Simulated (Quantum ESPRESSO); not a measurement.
# Zr (P6_3/mmc) in Quantum ESPRESSO: further runs

Runs on Zr. Level: PBE. Tasks: phonons.

Program: Quantum ESPRESSO 7.5. These are calculated values, not measurements. Logs are shortened: lines on timing, memory, paths and dates and some standing lists are left out, and cuts for length are marked.

### Step 1. Starting point

Symmetry: P6_3/mmc, No. 194, hexagonal system. The conventional cell has a = 3.232 Å, b = 3.232 Å, c = 5.147 Å, α = 90.00°, β = 90.00°, γ = 120.00°. Zr (site symmetry -6m2) has 12 Zr at 3.18 to 3.23 Å as nearest neighbours.

### Step 2. Phonons, PBE

Contents of pw.in:

```
&CONTROL
  calculation = 'scf'
  prefix = 'pwscf'
  outdir = './tmp'
  pseudo_dir = './pseudo'
  tprnfor = .true.
  tstress = .true.
  disk_io = 'low'
/
&SYSTEM
  ibrav = 0
  celldm(1) = 8
  nat = 2
  ntyp = 1
  ecutwfc = 66
  nbnd = 19
  occupations = 'smearing'
  smearing = 'mv'
  degauss = 0.01469973
/
&ELECTRONS
  conv_thr = 4d-10
  electron_maxstep = 120
  mixing_beta = 0.5
/
ATOMIC_SPECIES
Zr    91.2240 Zr.upf
CELL_PARAMETERS alat
  0.7634493543488   0.0000000000000   0.0000000000000
 -0.3817246771744   0.6611665353615   0.0000000000000
  0.0000000000000   0.0000000000000   1.2158025454311
ATOMIC_POSITIONS crystal
Zr     0.6666666667    0.3333333333    0.7500000000
Zr     0.3333333333    0.6666666667    0.2500000000
K_POINTS automatic
9 9 5 0 0 0
```

Contents of scf2.in:

```
&CONTROL
  calculation = 'scf'
  prefix = 'pwscf'
  outdir = './tmp'
  pseudo_dir = './pseudo'
  tprnfor = .true.
  tstress = .true.
  disk_io = 'low'
/
&SYSTEM
  ibrav = 0
  celldm(1) = 8
  nat = 2
  ntyp = 1
  ecutwfc = 66
  nbnd = 19
  occupations = 'smearing'
  smearing = 'mv'
  degauss = 0.01469973
/
&ELECTRONS
  conv_thr = 1d-13
  electron_maxstep = 120
  mixing_beta = 0.5
  startingpot = 'file'
  startingwfc = 'file'
/
ATOMIC_SPECIES
Zr    91.2240 Zr.upf
CELL_PARAMETERS alat
  0.7634493543488   0.0000000000000   0.0000000000000
 -0.3817246771744   0.6611665353615   0.0000000000000
  0.0000000000000   0.0000000000000   1.2158025454311
ATOMIC_POSITIONS crystal
Zr     0.6666666667    0.3333333333    0.7500000000
Zr     0.3333333333    0.6666666667    0.2500000000
K_POINTS automatic
9 9 5 0 0 0
```

Contents of ph.in:

```
phonons of Zr
&INPUTPH
  prefix = 'pwscf'
  outdir = './tmp'
  tr2_ph = 1d-18
  fildyn = 'dyn'
  niter_ph = 90
  alpha_mix(1) = 0.4
/
0.0000000000 0.0000000000 0.0000000000
```

Contents of dynmat.in:

```
&INPUT
  fildyn = 'dyn'
  asr = 'crystal'
  filout = 'dynmat.disp'
  fileig = 'dynmat.eig'
/
```

Potentials or basis: Ansatz NC SR PBE.

Run with:

```
OMP_NUM_THREADS=1 mpirun -n 4 pw.x -nk 4 -in pw.in > pw.out
OMP_NUM_THREADS=1 mpirun -n 4 pw.x -nk 4 -in scf2.in > scf2.out
OMP_NUM_THREADS=1 mpirun -n 4 ph.x -nk 4 -in ph.in > ph.out
OMP_NUM_THREADS=1 mpirun -n 1 dynmat.x -in dynmat.in > dynmat.out
```

pw.out:

```text
[... set-up lines left out ...]
     Self-consistent Calculation

     iteration #  1     ecut=    66.00 Ry     beta= 0.50
     Davidson diagonalization with overlap
     ethr =  1.00E-02,  avg # of iterations =  2.9

     Threshold (ethr) on eigenvalues was too large:
     Diagonalizing with lowered threshold

     Davidson diagonalization with overlap
     ethr =  1.02E-04,  avg # of iterations =  5.1

     total energy              =    -202.43341515 Ry
     estimated scf accuracy    <       0.03703481 Ry

     iteration #  2     ecut=    66.00 Ry     beta= 0.50
     Davidson diagonalization with overlap
     ethr =  1.54E-04,  avg # of iterations =  2.1

     total energy              =    -202.43649552 Ry
     estimated scf accuracy    <       0.00291134 Ry

     iteration #  3     ecut=    66.00 Ry     beta= 0.50
     Davidson diagonalization with overlap
     ethr =  1.21E-05,  avg # of iterations =  3.3

     total energy              =    -202.43687816 Ry
     estimated scf accuracy    <       0.00020500 Ry

     iteration #  4     ecut=    66.00 Ry     beta= 0.50
     Davidson diagonalization with overlap
     ethr =  8.54E-07,  avg # of iterations =  4.2

     total energy              =    -202.43691073 Ry
     estimated scf accuracy    <       0.00000228 Ry

     iteration #  5     ecut=    66.00 Ry     beta= 0.50
     Davidson diagonalization with overlap
     ethr =  9.49E-09,  avg # of iterations =  4.1

     total energy              =    -202.43691249 Ry
     estimated scf accuracy    <       0.00000010 Ry

     iteration #  6     ecut=    66.00 Ry     beta= 0.50
     Davidson diagonalization with overlap
     ethr =  4.25E-10,  avg # of iterations =  2.9

     total energy              =    -202.43691251 Ry
     estimated scf accuracy    <          6.7E-09 Ry

     iteration #  7     ecut=    66.00 Ry     beta= 0.50
     Davidson diagonalization with overlap
     ethr =  2.77E-11,  avg # of iterations =  3.4

     End of self-consistent calculation

          k = 0.0000 0.0000 0.0000 (  2839 PWs)   bands (ev):

   -34.6987 -34.5437 -13.2348 -12.3578 -12.3578 -12.2270 -12.2161 -12.2161
     8.4756  11.0952  14.9869  14.9869  15.1347  15.2952  15.6807  15.6807
    16.2555  16.2555  18.5522

          k = 0.0000 0.0000 0.1645 (  2821 PWs)   bands (ev):

   -34.6841 -34.5587 -13.1443 -12.3444 -12.3444 -12.3297 -12.2297 -12.2297
     8.8050  11.0550  14.7507  14.8495  14.8495  14.8846  15.4485  15.4486
    16.7227  16.7227  18.6205

          k = 0.0000 0.0000 0.3290 (  2821 PWs)   bands (ev):

   -34.6458 -34.5979 -12.9022 -12.5915 -12.3092 -12.3092 -12.2654 -12.2654
     9.6706  10.6311  14.1451  14.3582  14.8057  14.8057  15.0421  15.0421
    17.6330  17.6330  18.4006

          k = 0.0000 0.1681 0.0000 (  2837 PWs)   bands (ev):

   -34.6849 -34.5381 -13.1974 -12.4395 -12.3845 -12.3005 -12.2433 -12.2269
     8.8168  11.4011  14.3476  14.6480  15.3057  15.3725  15.6472  15.9490
    15.9745  15.9790  18.7563

          k = 0.0000 0.1681 0.1645 (  2823 PWs)   bands (ev):

   -34.6711 -34.5523 -13.1163 -12.4231 -12.3886 -12.3696 -12.2628 -12.2422
     9.1305  11.3756  14.0971  14.3911  14.9449  15.0988  15.4585  15.7038
    16.5688  16.6360  18.7501

          k = 0.0000 0.1681 0.3290 (  2831 PWs)   bands (ev):

   -34.6347 -34.5893 -12.8997 -12.6231 -12.3721 -12.3305 -12.3121 -12.2818
     9.9661  10.9365  13.7163  14.1598  14.6174  15.0444  15.0524  15.2930
    17.5306  17.6305  18.3872

          k = 0.0000 0.3361 0.0000 (  2834 PWs)   bands (ev):

   -34.6484 -34.5250 -13.0943 -12.6462 -12.5050 -12.4485 -12.2930 -12.2572
     9.7225  12.0176  13.4947  13.6681  14.8836  15.4294  15.5126  16.2216
    16.3998  16.8223  19.0938

          k = 0.0000 0.3361 0.1645 (  2834 PWs)   bands (ev):

   -34.6368 -34.5369 -13.0486 -12.6193 -12.5643 -12.4306 -12.3103 -12.2758
     9.9698  12.0540  13.1421  13.7729  14.6366  15.3187  15.4106  16.3534
    16.8068  16.8482  18.9465

          k = 0.0000 0.3361 0.3290 (  2850 PWs)   bands (ev):

   -34.6061 -34.5680 -12.9224 -12.7500 -12.4945 -12.3832 -12.3823 -12.3241
    10.6507  11.5548  13.1588  13.7476  14.3478  14.8747  15.5630  15.9553
    17.5135  17.7675  18.3768

          k = 0.0000 0.5042 0.0000 (  2840 PWs)   bands (ev):

   -34.6031 -34.5136 -12.9523 -12.8798 -12.7239 -12.5172 -12.3736 -12.2945
    10.8055  12.0021  12.5549  13.6107  14.9533  15.0080  15.1395  17.5789
    17.5971  18.0239  19.3172

          k = 0.0000 0.5042 0.1645 (  2837 PWs)   bands (ev):

   -34.5946 -34.5222 -13.0221 -12.8189 -12.7169 -12.4964 -12.3695 -12.3162
    10.8520  12.0456  12.6061  13.5625  14.6808  15.1731  15.3499  17.5014
    17.6829  17.8374  19.0979

          k = 0.0000 0.5042 0.3290 (  2849 PWs)   bands (ev):

   -34.5723 -34.5447 -13.0246 -12.9377 -12.5462 -12.4414 -12.4155 -12.3726
    11.1168  11.6519  12.9710  13.4869  14.6799  15.0970  15.7930  16.6802
    18.1356  18.1798  18.6259
[... 99 lines left out ...]
   -34.5741 -34.5177 -12.9753 -12.8856 -12.6692 -12.6147 -12.4428 -12.3757
    11.5899  12.2314  12.8890  13.0973  14.3862  14.8118  15.1369  17.1251
    18.1889  18.7724  19.6777

          k = 0.2911 0.5042 0.3290 (  2841 PWs)   bands (ev):

   -34.5567 -34.5351 -13.0130 -12.9631 -12.6087 -12.5711 -12.4351 -12.3664
    11.7173  11.9730  13.2750  13.5272  14.1656  14.2284  15.4996  16.4308
    18.3189  19.3186  19.6523

          k = 0.2911 0.6722 0.0000 (  2868 PWs)   bands (ev):

   -34.5491 -34.5140 -12.9524 -12.8127 -12.7467 -12.6844 -12.5207 -12.4980
    12.0722  12.2947  12.4800  13.1994  14.2880  14.7412  15.6778  17.9875
    18.8828  18.9455  20.4486

          k = 0.2911 0.6722 0.1645 (  2852 PWs)   bands (ev):

   -34.5458 -34.5174 -12.9949 -12.9063 -12.7500 -12.5993 -12.5272 -12.4310
    11.8881  12.5438  12.6324  13.1478  14.2694  14.5793  15.6879  17.8066
    18.1984  19.1778  20.5878

          k = 0.2911 0.6722 0.3290 (  2847 PWs)   bands (ev):

   -34.5369 -34.5261 -13.0428 -13.0070 -12.7120 -12.6308 -12.4278 -12.3780
    11.9080  12.2261  13.1029  13.6163  13.8704  14.3667  15.8991  16.5965
    18.4612  19.0861  20.8446

          k = 0.4366 0.7562 0.0000 (  2844 PWs)   bands (ev):

   -34.5266 -34.5266 -12.9196 -12.7659 -12.7659 -12.6283 -12.6283 -12.5974
    12.0237  12.7666  12.7666  12.9902  14.3881  14.3881  15.9324  18.4323
    18.4323  18.8315  20.5043

          k = 0.4366 0.7562 0.1645 (  2868 PWs)   bands (ev):

   -34.5266 -34.5266 -12.8898 -12.8840 -12.8840 -12.6292 -12.5056 -12.5056
    12.2178  12.7442  12.7442  13.0085  14.2636  14.2636  15.8816  17.8530
    18.5196  18.5196  20.8390

          k = 0.4366 0.7562 0.3290 (  2862 PWs)   bands (ev):

   -34.5265 -34.5265 -12.9847 -12.9847 -12.8109 -12.7114 -12.3977 -12.3977
    12.6567  12.6937  12.6937  12.9650  14.1141  14.1141  15.9398  16.5744
    18.5214  18.5214  21.8342

     the Fermi energy is    14.1191 ev

!    total energy              =    -202.43691251 Ry
     estimated scf accuracy    <          2.1E-10 Ry
     smearing contrib. (-TS)   =       0.00005787 Ry
     internal energy E=F+TS    =    -202.43697039 Ry

     The total energy is F=E-TS. E is the sum of the following terms:
     one-electron contribution =     -35.61487111 Ry
     hartree contribution      =      27.36539039 Ry
     xc contribution           =     -40.05010907 Ry
     ewald contribution        =    -154.13738060 Ry

     convergence has been achieved in   7 iterations

     Forces acting on atoms (cartesian axes, Ry/au):

     atom    1 type  1   force =     0.00000000    0.00000000    0.00000000
     atom    2 type  1   force =     0.00000000    0.00000000    0.00000000

     Total force =     0.000000     Total SCF correction =     0.000000

     Computing stress (Cartesian axis) and pressure

          total   stress  (Ry/bohr**3)                   (kbar)     P=        4.12
   0.00001721  -0.00000000  -0.00000000            2.53       -0.00       -0.00
   0.00000000   0.00001721   0.00000000            0.00        2.53        0.00
   0.00000000  -0.00000000   0.00004961            0.00       -0.00        7.30

=------------------------------------------------------------------------------=
   JOB DONE.
=------------------------------------------------------------------------------=
```

Run time: 2.2 min. Hardware: 4 MPI ranks of Intel Xeon Platinum 8259CL at 2.50GHz (Skylake/Cascade Lake), shared host; peak memory 0.32 GiB.

Results:

* Free energy: -2754.2945 eV
* Pressure after relaxing: 0.4 GPa
* Band gap on the k mesh: none (metal or under the smearing width)
* Highest phonon frequency at Γ: 161 cm⁻¹

Stress tensor (GPa, compression positive):
```
0.25 0.00 0.00
0.00 0.25 0.00
0.00 0.00 0.73
```

Levels at points of the mesh, in eV from the Fermi level:
| k point | band 10 | band 11 | band 12 | band 13 | band 14 | band 15 |
| --- | --- | --- | --- | --- | --- | --- |
| (0.00, 0.00, 0.00) | -3.02 | 0.87 | 0.87 | 1.02 | 1.18 | 1.56 |

Phonon frequencies in cm⁻¹ (negative: imaginary):
| q point | frequencies |
| --- | --- |
| (0.000, 0.000, 0.000) | -1 0 0 81 81 161 |

Optical modes at Γ, degenerate ones joined:
```csv
cm⁻¹,components,symmetry,active in
81,2,E2g,Raman
161,1,B1g,silent
```

Caveat: the mesh is thin for the phonons of a metal.

### Step 3. Phonons, PBE

pw.in is that of step 2.

scf2.in is that of step 2.

ph.in is that of step 2.

dynmat.in is that of step 2.

Potentials or basis: PseudoDojo 0.4.1 SR PBE standard.

Run with:

```
OMP_NUM_THREADS=1 mpirun -n 4 pw.x -nk 4 -in pw.in > pw.out
OMP_NUM_THREADS=1 mpirun -n 4 pw.x -nk 4 -in scf2.in > scf2.out
OMP_NUM_THREADS=1 mpirun -n 4 ph.x -nk 4 -in ph.in > ph.out
OMP_NUM_THREADS=1 mpirun -n 1 dynmat.x -in dynmat.in > dynmat.out
```

pw.out:

```text
This program is part of the open-source Quantum ESPRESSO suite
     for quantum simulation of materials; please cite
[... 6 lines left out ...]
     using ibrav=0 with symmetry is DISCOURAGED, use correct ibrav instead

     K-points division:     npool     =       4
     Subspace diagonalization in iterative solution of the eigenvalue problem:
     a serial algorithm will be used

     G-vector sticks info
     --------------------
     sticks:   dense  smooth     PW     G-vecs:    dense   smooth      PW
     Sum         673     673    199                22815    22815    3705

     Using Slab Decomposition

     bravais-lattice index     =            0
     lattice parameter (alat)  =       8.0000  a.u.
     unit-cell volume          =     314.2130 (a.u.)^3
     number of atoms/cell      =            2
     number of atomic types    =            1
     number of electrons       =        24.00
     number of Kohn-Sham states=           19
     kinetic-energy cutoff     =      66.0000  Ry
     charge density cutoff     =     264.0000  Ry
     scf convergence threshold =      4.0E-10
     mixing beta               =       0.5000
     number of iterations used =            8  plain     mixing
     Exchange-correlation= PBE
                           (   1   4   3   4   0   0   0)

     celldm(1)=   8.000000  celldm(2)=   0.000000  celldm(3)=   0.000000
     celldm(4)=   0.000000  celldm(5)=   0.000000  celldm(6)=   0.000000

     crystal axes: (cart. coord. in units of alat)
               a(1) = (   0.763449   0.000000   0.000000 )
               a(2) = (  -0.381725   0.661167   0.000000 )
               a(3) = (   0.000000   0.000000   1.215803 )

     reciprocal axes: (cart. coord. in units 2 pi/alat)
               b(1) = (  1.309845  0.756239 -0.000000 )
               b(2) = (  0.000000  1.512478  0.000000 )
               b(3) = (  0.000000 -0.000000  0.822502 )

     PseudoPot. # 1 for Zr read from file:
     Zr.upf
     Pseudo is Norm-conserving + core correction, Zval = 12.0
     Generated using ONCVPSP code by D. R. Hamann
     Using radial grid of 1622 points,  6 beta functions with:
                l(1) =   0
                l(2) =   0
                l(3) =   1
                l(4) =   1
                l(5) =   2
                l(6) =   2

     atomic species   valence    mass     pseudopotential
     Zr               12.00    91.22400     Zr( 1.00)

     24 Sym. Ops., with inversion, found (12 have fractional translation)

   Cartesian axes

     site n.     atom                  positions (alat units)
         1        Zr     tau(   1) = (   0.3817247   0.2203888   0.9118519  )
         2        Zr     tau(   2) = (  -0.0000000   0.4407777   0.3039506  )

     number of k points=    36  Marzari-Vanderbilt smearing, width (Ry)=  0.0147
                       cart. coord. in units 2pi/alat
        k(    1) = (   0.0000000   0.0000000   0.0000000), wk =   0.0049383
        k(    2) = (   0.0000000   0.0000000   0.1645004), wk =   0.0098765
        k(    3) = (   0.0000000   0.0000000   0.3290008), wk =   0.0098765
        k(    4) = (   0.0000000   0.1680531   0.0000000), wk =   0.0296296
        k(    5) = (   0.0000000   0.1680531   0.1645004), wk =   0.0592593
        k(    6) = (   0.0000000   0.1680531   0.3290008), wk =   0.0592593
[... 28 lines left out ...]
        k(   35) = (   0.4366149   0.7562391   0.1645004), wk =   0.0197531
        k(   36) = (   0.4366149   0.7562391   0.3290008), wk =   0.0197531

     Dense  grid:    22815 G-vectors     FFT dimensions: (  32,  32,  54)

     Initial potential from superposition of free atoms

     starting charge      23.9953, renormalised to      24.0000
     Starting wfcs are   20 randomized atomic wfcs

     Self-consistent Calculation

     iteration #  1     ecut=    66.00 Ry     beta= 0.50
     Davidson diagonalization with overlap
     ethr =  1.00E-02,  avg # of iterations =  2.8

     Threshold (ethr) on eigenvalues was too large:
     Diagonalizing with lowered threshold

     Davidson diagonalization with overlap
     ethr =  1.08E-04,  avg # of iterations =  4.2

     total energy              =    -202.48067525 Ry
     estimated scf accuracy    <       0.03682881 Ry

     iteration #  2     ecut=    66.00 Ry     beta= 0.50
     Davidson diagonalization with overlap
     ethr =  1.53E-04,  avg # of iterations =  2.1
[... 36 lines left out ...]
     total energy              =    -202.48401368 Ry
     estimated scf accuracy    <          1.5E-09 Ry

     iteration #  8     ecut=    66.00 Ry     beta= 0.50
     Davidson diagonalization with overlap
     ethr =  6.20E-12,  avg # of iterations =  3.6

     End of self-consistent calculation

          k = 0.0000 0.0000 0.0000 (  2839 PWs)   bands (ev):

   -34.7215 -34.5668 -13.2539 -12.3781 -12.3781 -12.2482 -12.2366 -12.2366
     8.4694  11.0919  14.9850  14.9850  15.1328  15.2883  15.6790  15.6790
    16.2541  16.2541  18.5521

          k = 0.0000 0.0000 0.1645 (  2821 PWs)   bands (ev):

   -34.7069 -34.5818 -13.1636 -12.3647 -12.3647 -12.3506 -12.2502 -12.2502
     8.7987  11.0511  14.7451  14.8471  14.8471  14.8830  15.4468  15.4468
    16.7216  16.7216  18.6186
[... 199 lines left out ...]
          k = 0.4366 0.7562 0.3290 (  2862 PWs)   bands (ev):

   -34.5497 -34.5497 -13.0038 -13.0038 -12.8301 -12.7308 -12.4182 -12.4182
    12.6545  12.6918  12.6918  12.9613  14.1103  14.1103  15.9397  16.5757
    18.5219  18.5219  21.8357

     the Fermi energy is    14.1169 ev

!    total energy              =    -202.48401368 Ry
     estimated scf accuracy    <          3.8E-11 Ry
     smearing contrib. (-TS)   =       0.00006485 Ry
     internal energy E=F+TS    =    -202.48407853 Ry

     The total energy is F=E-TS. E is the sum of the following terms:
     one-electron contribution =     -35.67642548 Ry
     hartree contribution      =      27.38634422 Ry
     xc contribution           =     -40.05661666 Ry
     ewald contribution        =    -154.13738060 Ry

     convergence has been achieved in   8 iterations

     Forces acting on atoms (cartesian axes, Ry/au):

     atom    1 type  1   force =     0.00000000    0.00000000    0.00000000
     atom    2 type  1   force =     0.00000000    0.00000000    0.00000000

     Total force =     0.000000     Total SCF correction =     0.000000

     Computing stress (Cartesian axis) and pressure

          total   stress  (Ry/bohr**3)                   (kbar)     P=        4.92
   0.00002280  -0.00000000   0.00000000            3.35       -0.00        0.00
   0.00000000   0.00002280   0.00000000            0.00        3.35        0.00
   0.00000000  -0.00000000   0.00005473            0.00       -0.00        8.05

=------------------------------------------------------------------------------=
   JOB DONE.
=------------------------------------------------------------------------------=
```

It took 2 min on 4 MPI ranks of Intel Xeon Platinum 8259CL at 2.50GHz (Skylake/Cascade Lake), shared host; peak memory 0.32 GiB.

Results:

| Item | Value |
| --- | --- |
| Free energy | -2754.9354 eV |
| Pressure after relaxing | 0.5 GPa |
| Band gap on the k mesh | none (metal or under the smearing width) |
| Highest phonon frequency at Γ | 161 cm⁻¹ |

Levels at points of the mesh, in eV from the Fermi level:
```csv
k point,band 10,band 11,band 12,band 13,band 14,band 15
"(0.00, 0.00, 0.00)",-3.02,0.87,0.87,1.02,1.17,1.56
```

Phonon frequencies in cm⁻¹ (negative: imaginary):
| q point | frequencies |
| --- | --- |
| (0.000, 0.000, 0.000) | 0 0 0 81 81 161 |

Optical modes at Γ, degenerate ones joined:
```csv
cm⁻¹,components,symmetry,active in
81,2,E2g,Raman
161,1,B1g,silent
```

Caveat: the mesh is thin for the phonons of a metal.
